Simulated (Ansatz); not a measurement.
Given:

Relaxed NaBr (rock salt):

```
CELL_PARAMETERS angstrom
      0.00000     6.03598     6.03598
      3.01799     0.00000     3.01799
      3.01799     3.01799     0.00000
ATOMIC_POSITIONS crystal
  Br 0.00000 0.00000 0.00000
  Br 0.50000 0.00000 0.00000
  Na 0.25000 0.50000 0.50000
  Na 0.75000 0.50000 0.50000
```

The atoms are displaced by Q × the pattern below (from a DFPT mode at L = (0.5, 0.0, 0.0), largest move 1; Q in Å), at fixed cell. It is one choice among 2 degenerate patterns. (q is in reciprocal vectors of the primitive cell; the cell shown is doubled to hold the pattern.)

| atom | x | y | z |
|---|---|---|---|
| Br1 | 0.285 | -0.520 | 0.805 |
| Br2 | -0.285 | 0.520 | -0.805 |

Atoms not listed stay in place.

Calculation: PBE (plane waves to 420 eV, PAW, scalar-relativistic; Ansatz, a first-principles code). k mesh 5×10×10 (Γ-centred), Fermi-Dirac smearing 0.05 eV. Energies are smeared free energies. NaBr was relaxed with its symmetry unable to fall. The zero of ΔE is the undisplaced structure.

The scan covers Q from -0.180 to 0.180 Å in 13 points.

**Question.** Which space group does the distorted structure have?

**Answer.** P-1 (No. 2), lowered from Fm-3m.

**Question.** What is the energy change at Q = 0.180 Å?

**Answer.** 40.9 meV/cell.

**Question.** What harmonic wavenumber does the curvature at Q = 0 give?

**Answer.** 65 cm⁻¹.

(For displaced atoms, the force is minus the slope of the energy, and its curvature is a force constant, which sets phonon frequencies.)
